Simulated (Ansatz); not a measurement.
Mg:

```
Mg
1.0
     3.20930    0.00000    0.00000
    -1.60465    2.77934    0.00000
     0.00000    0.00000    5.21030
Mg
2
Direct
  0.66667 0.33333 0.75000
  0.33333 0.66667 0.25000
```

- Program: Ansatz 0.2.0
- Task: relaxation of cell and atoms
- Functional: RPBE
- Dispersion: D3(BJ)
- Potentials or basis: Ansatz PAW
- Cutoff: 420 eV (not typed: the program's choice for these potentials)
- k mesh: 10 × 10 × 5
- Occupations: fermi-dirac, width 0.05 eV
- Spin: no spin polarisation

At the start: volume 23.24 Å³/atom.

Task: Where does the relaxation end?

Result: It ends after 7 steps and the volume is 16.81 Å³/atom (-27.7 %); space group P6_3/mmc (No. 194, to 0.05 Å).

The path:
```
step  energy change (eV)  largest force (eV/Å)  volume (Å³)
   1              0.0000                0.0000        46.47
   2             -0.4573                0.0000        40.19
   3             -0.6853                0.0000        34.43
   4             -0.6898                0.0000        33.40
   5             -0.6901                0.0000        33.62
   6             -0.6901                0.0000        33.61
   7             -0.6893                0.0000        33.61
```

Final structure:
```yaml
crystal:
  lattice:
    - [2.87613, 0.00000, 0.00000]
    - [-1.43807, 2.49080, 0.00000]
    - [0.00000, 0.00000, 4.69200]
  atoms:
    - { symbol: Mg, position: [0.66667, 0.33333, 0.75000] }
    - { symbol: Mg, position: [0.33333, 0.66667, 0.25000] }
```

Caveat: the volume moved by over 15 % at a fixed basis, so the end points are rough; the plane-wave basis is chosen anew once the cell has moved, so the energies of steps on either side of that aren't comparable; the volume moved by -28 % from the deposited cell, more than functionals usually miss; the PAW data sets come from PBE, with cores solved anew for the run's functional, which leaves a small shift of forces and pressure.
